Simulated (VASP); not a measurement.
# MgS (Fm-3m) in VASP: notebook

Runs on MgS. Level: PBEsol. Tasks: single point.

Everything below comes from runs of VASP 6.6.1. Logs are shortened: lines on timing, memory, paths and dates and some standing lists are left out, and cuts for length are marked.

### 1 Starting point

The structure is cubic, space group Fm-3m (No. 225). Conventional cell: a = 5.178 Å, b = 5.178 Å, c = 5.178 Å, α = 90.00°, β = 90.00°, γ = 90.00°. Mg (site symmetry m-3m) has 6 S at 2.59 Å as nearest neighbours. S (site symmetry m-3m) is surrounded by 6 Mg at 2.59 Å.

The cell is a database's computed one.

### 2 Single point, PBEsol

The input, INCAR:

```
SYSTEM = MgS
ALGO = Normal
EDIFF = 1E-7
ENCUT = 700
GGA = PS
ISIF = 2
ISMEAR = 0
LASPH = .True.
LCHARG = .True.
LELF = .True.
LREAL = .False.
LVHAR = .True.
LWAVE = .False.
NBANDS = 11
NELM = 80
PREC = Accurate
SIGMA = 0.02
```

The input, KPOINTS:

```
k-points
0
Gamma
  8 8 8
  0 0 0
```

The input, POSCAR:

```
MgS
1.0
    0.0000000000      2.5891100000      2.5891100000
    2.5891100000      0.0000000000      2.5891100000
    2.5891100000      2.5891100000      0.0000000000
Mg S
1 1
Direct
    0.0000000000      0.0000000000      0.0000000000
    0.5000000000      0.5000000000      0.5000000000
```

Potentials or basis: VASP PAW PBE potentials, release 64 (Mg, S).

Command:

```
> cat potpaw_PBE.64/Mg/POTCAR potpaw_PBE.64/S/POTCAR > POTCAR
> mpirun -np 1 vasp_std > vasp.out
```

OUTCAR:

```text
SYSTEM = MgS
   EDIFF = 1E-7
   ENCUT = 700
   GGA = PS
   ISIF = 2
   ISMEAR = 0
   LASPH = .True.
   LREAL = .False.
   NELM = 80
   PREC = Accurate

 ion  position               nearest neighbor table
   1  0.000  0.000  0.000-   2 2.59   2 2.59   2 2.59   2 2.59   2 2.59   2 2.59
   2  0.500  0.500  0.500-   1 2.59   1 2.59   1 2.59   1 2.59   1 2.59   1 2.59

  LATTYP: Found a face centered cubic cell.
 ALAT       =     5.1782200000

  Lattice vectors:

 A1 = (   0.0000000000,   2.5891100000,   2.5891100000)
 A2 = (   2.5891100000,   0.0000000000,   2.5891100000)
 A3 = (   2.5891100000,   2.5891100000,   0.0000000000)

Analysis of symmetry for initial positions (statically):
=====================================================================
 Subroutine PRICEL returns:
 Original cell was already a primitive cell.

 Routine SETGRP: Setting up the symmetry group for a
 face centered cubic supercell.

 Subroutine GETGRP returns: Found 48 space group operations
 (whereof 48 operations were pure point group operations)
 out of a pool of 48 trial point group operations.

The static configuration has the point symmetry O_h .

Analysis of symmetry for dynamics (positions and initial velocities):
=====================================================================
 Subroutine PRICEL returns:
 Original cell was already a primitive cell.

 Routine SETGRP: Setting up the symmetry group for a
 face centered cubic supercell.

 Subroutine GETGRP returns: Found 48 space group operations
 (whereof 48 operations were pure point group operations)
 out of a pool of 48 trial point group operations.

The dynamic configuration has the point symmetry O_h .

 Subroutine INISYM returns: Found 48 space group operations
 (whereof 48 operations are pure point group operations),
 and found     1 'primitive' translations

----------------------------------------------------------------------------------------

                                     Primitive cell

  volume of cell :      34.7121

  direct lattice vectors                    reciprocal lattice vectors
     0.000000000  2.589110000  2.589110000    -0.193116554  0.193116554  0.193116554
     2.589110000  0.000000000  2.589110000     0.193116554 -0.193116554  0.193116554
     2.589110000  2.589110000  0.000000000     0.193116554  0.193116554 -0.193116554

  length of vectors
     3.661554476  3.661554476  3.661554476     0.334487683  0.334487683  0.334487683

  position of ions in fractional coordinates (direct lattice)
     0.000000000  0.000000000  0.000000000
[... 83 lines left out ...]
   NFREE  =      0    steps in history (QN), initial steepest desc. (CG)
   ISIF   =      2    stress and relaxation
   ISYM   =      2    0-nonsym 1-usesym 2-fastsym
   POTIM  = 0.5000    time-step for ionic-motion
   TEBEG  =    0.0;   TEEND  =   0.0 temperature during run
   PSTRESS=    0.0 pullay stress
   NELECT =       8.0000    total number of electrons
   NUPDOWN=      -1.0000    fix difference up-down
   EMIN   =  10.00;   EMAX   =-10.00  energy-range for DOS
   EFERMI =   0.00;   METHOD = LEGACY
   ISMEAR =     0;   SIGMA  =   0.02  broadening in eV -4-tet -1-fermi 0-gaus
   EFERMI_NEDOS =   21; number of points for ismear=-14 and -15
   IALGO  =     38    algorithm
   IMIX   =      4    mixing-type and parameters
     AMIX     =   0.40;   BMIX     =  1.00
     AMIX_MAG =   1.60;   BMIX_MAG =  1.00
  volume/ion in A,a.u.               =      17.36       117.12
  Fermi-wavevector in a.u.,A,eV,Ry     =   1.003716  1.896749 13.707142  1.007446
  Thomas-Fermi vector in A             =   2.136286
   LORBIT       =      0    0 simple, 1 ext, 2 COOP (PROOUT), +10 PAW based schemes
   GGA     = PS    functional components
   LHFCALC =     F    Hartree Fock is set to
   AEXX    =    0.0000 exact exchange contribution
   IVDW    =     0    specifies the selected vdW correction
   LEPSILON=     F    determine dielectric tensor
   LRPA    =     F    only Hartree local field effects (RPA)
 non-spin polarized calculation
 Gauss-broadening in eV      SIGMA  =   0.02
  energy-cutoff  :      700.00
  volume of cell :       34.71
 maximum number of plane-waves:      1476
   NGX = 15   NGY = 15   NGZ = 15

 number of electron       8.0000001 magnetization

 Free energy of the ion-electron system (eV)
  ---------------------------------------------------
  ext. energy  EPLUGINS =         0.00000000
  ---------------------------------------------------
  free energy    TOTEN  =        -9.07565500 eV

  energy without entropy =       -9.07565500  energy(sigma->0) =       -9.07565500

 E-fermi :   3.9745     XC(G=0):  -9.8967

 val. band max:        3.8055147044   @ k =   0.0000   0.0000   0.0000
 cond. band min:       6.5395440604   @ k =   0.5000   0.5000   0.0000
 fundamental gap:      2.7340293561
 Fermi energy:         3.9744606270

 k-point     1 :       0.0000    0.0000    0.0000
  band No.  band energies     occupation
      1      -8.9615      2.00000
      2       3.8055      2.00000
      3       3.8055      2.00000
      4       3.8055      2.00000
      5       7.5129      0.00000
      6      11.6500      0.00000
      7      11.6500      0.00000
      8      11.6500      0.00000
      9      14.1321      0.00000
     10      14.1321      0.00000
     11      16.1364      0.00000
[... 309 lines left out ...]
 k-point    24 :      -0.3750    0.2500    0.1250
  band No.  band energies     occupation
      1      -7.3927      2.00000
      2      -0.6319      2.00000
      3       1.5841      2.00000
      4       2.6093      2.00000
      5       9.3428      0.00000
      6       9.8250      0.00000
      7      12.1976      0.00000
      8      13.2067      0.00000
      9      16.0304      0.00000
     10      17.1437      0.00000
     11      19.3120      0.00000

 [... further k-points ...]
[... 5 lines left out ...]
  --------------------------------------------------------------------------------------
  -------------------------------------------------------------------------------------
  Total        0.0010117      0.0010117      0.0010117     -0.0000000      0.0000000     -0.0000000
  in kB        0.0466969      0.0466969      0.0466969     -0.0000000      0.0000000     -0.0000000
  external PRESSURE =       0.0466969 kB  Pullay stress =       0.0000000 kB

 VOLUME and BASIS-vectors are now :
 -----------------------------------------------------------------------------
  energy-cutoff  :      700.00
  volume of cell :       34.71
      direct lattice vectors                 reciprocal lattice vectors
     0.000000000  2.589110000  2.589110000    -0.193116554  0.193116554  0.193116554
     2.589110000  0.000000000  2.589110000     0.193116554 -0.193116554  0.193116554
     2.589110000  2.589110000  0.000000000     0.193116554  0.193116554 -0.193116554

 POSITION                                       TOTAL-FORCE (eV/Angst)
 -----------------------------------------------------------------------------------
      0.00000      0.00000      0.00000         0.000000     -0.000000      0.000000
      2.58911      2.58911      2.58911        -0.000000      0.000000     -0.000000
 -----------------------------------------------------------------------------------
    total drift:                               -0.000000     -0.000000      0.000000

  FREE ENERGIE OF THE ION-ELECTRON SYSTEM (eV)
  ---------------------------------------------------
  free  energy   TOTEN  =        -9.0756549962 eV

  energy  without entropy=       -9.0756549962  energy(sigma->0) =       -9.07565500
```

OSZICAR:

```text
N       E                     dE             d eps       ncg     rms          rms(c)
DAV:   1     0.273985447019E+02    0.27399E+02   -0.42841E+03   638   0.765E+02
DAV:   2    -0.751679299932E+01   -0.34915E+02   -0.33424E+02   822   0.111E+02
DAV:   3    -0.943028399252E+01   -0.19135E+01   -0.19090E+01   806   0.278E+01
DAV:   4    -0.944166454657E+01   -0.11381E-01   -0.11379E-01   769   0.254E+00
DAV:   5    -0.944175692035E+01   -0.92374E-04   -0.92372E-04   804   0.228E-01    0.417E+00
DAV:   6    -0.911918943693E+01    0.32257E+00   -0.67585E-01   719   0.321E+00    0.315E+00
DAV:   7    -0.907844094235E+01    0.40748E-01   -0.18479E-01   770   0.182E+00    0.194E+00
DAV:   8    -0.907587979407E+01    0.25611E-02   -0.10271E-02   695   0.584E-01    0.742E-01
DAV:   9    -0.907566296305E+01    0.21683E-03   -0.51713E-04   734   0.127E-01    0.310E-01
DAV:  10    -0.907565745140E+01    0.55116E-05   -0.18229E-04   742   0.596E-02    0.468E-02
DAV:  11    -0.907565521127E+01    0.22401E-05   -0.61929E-06   743   0.122E-02    0.173E-02
DAV:  12    -0.907565500629E+01    0.20498E-06   -0.54124E-07   773   0.416E-03    0.293E-04
DAV:  13    -0.907565499620E+01    0.10093E-07   -0.13405E-08   418   0.567E-04
   1 F= -.90756550E+01 E0= -.90756550E+01  d E =-.676718E-35
```

It took 6.8 s on 1 thread of Intel Xeon 6975P-C (Granite Rapids), shared host; peak memory 0.18 GiB.

Results:

| Quantity | Value |
| --- | --- |
| Free energy | -9.0757 eV |
| Pressure | 0.0 GPa |
| Band gap on the k mesh | 2.73 eV, indirect (least direct gap 3.71 eV) |

Caveat: the PAW data sets were made with another functional, which shifts forces and pressure a little. PBEsol gaps usually lie below the measured ones, often by a third to a half.

### 3 Single point, PBEsol

INCAR: that of step 2 with these lines changed.

```diff
@@ -3,3 +3,3 @@
 EDIFF = 1E-7
-ENCUT = 700
+ENCUT = 520
 GGA = PS
```

The input, KPOINTS:

```
k-points
0
Gamma
  12 12 12
  0 0 0
```

POSCAR is that of step 2.

Potentials or basis: VASP PAW PBE potentials, release 64 (Mg, S).

Command:

```
> cat potpaw_PBE.64/Mg/POTCAR potpaw_PBE.64/S/POTCAR > POTCAR
> mpirun -np 1 vasp_std > vasp.out
```

Run time: 12 s. Hardware: 1 thread of Intel Xeon 6975P-C (Granite Rapids), shared host; peak memory 0.17 GiB.

The run converged. Its results:

```
Free energy            : -9.0753 eV
Pressure               : 0.0 GPa
Band gap on the k mesh : 2.73 eV, indirect (least direct gap 3.71 eV)
```

Levels at points of the mesh, in eV from the valence-band top:
```
           k point  band 2  band 3  band 4  band 5  band 6  band 7
(0.00, 0.00, 0.00)    0.00    0.00    0.00    3.71    7.85    7.85
(0.50, 0.00, 0.00)   -4.97   -0.62   -0.62    4.42    6.84    6.84
(0.50, 0.50, 0.00)   -4.34   -1.74   -1.74    2.73    4.20   12.01
```

Caveat: the PAW data sets were made with another functional, which shifts forces and pressure a little. A k mesh can miss the band edges.

### 4 Single point, PBEsol

INCAR: that of step 3 with these lines changed.

```diff
@@ -16,2 +16,2 @@
 PREC = Accurate
-SIGMA = 0.02
+SIGMA = 0.5
```

The input, KPOINTS:

```
k-points
0
Gamma
  8 8 8
  0 0 0
```

POSCAR is that of step 3.

Command:

```
> cat potpaw_PBE.64/Mg/POTCAR potpaw_PBE.64/S/POTCAR > POTCAR
> mpirun -np 1 vasp_std > vasp.out
```

Wall time 6.1 s (1 thread of Intel Xeon 6975P-C (Granite Rapids), shared host); peak memory 0.16 GiB.

Results (log left out):

```
Free energy            : -9.0751 eV
Pressure               : 0.0 GPa
Band gap on the k mesh : 2.73 eV, indirect (least direct gap 3.71 eV)
```

Levels at points of the mesh, in eV from the valence-band top:
```
           k point  band 1  band 2  band 3  band 4  band 5  band 6  band 7  band 8  band 9
(0.00, 0.00, 0.00)  -12.77    0.00    0.00    0.00    3.71    7.84    7.84    7.84   10.33
(0.50, 0.00, 0.00)  -11.40   -4.97   -0.62   -0.62    4.42    6.84    6.84   10.22   12.06
(0.50, 0.50, 0.00)  -11.01   -4.34   -1.74   -1.74    2.73    4.20   12.01   12.86   13.41
```

Caveat: the PAW data sets were made with another functional, which shifts forces and pressure a little.

### 5 Overview

```tsv
k mesh	cutoff (eV)	smearing	gap on the mesh (eV)	pressure (GPa)
8 × 8 × 8	700	gaussian 0.02 eV	2.73	0.0
12 × 12 × 12	520	gaussian 0.02 eV	2.73	0.0
8 × 8 × 8	520	gaussian 0.5 eV	2.73	0.0
```

Alike in all rows: task single point; level PBEsol; potentials or basis VASP PAW PBE potentials, release 64 (Mg, S); no spin polarisation; cell as given.

On the cell as given the gap runs from 2.73 eV (PBEsol) to 2.73 eV (PBEsol); the meshes differ, which moves gaps too.

Caveats: the PAW data sets were made with another functional, which shifts forces and pressure a little.

Total energies depend on the potentials used, so only differences within one code and one set of settings carry meaning.
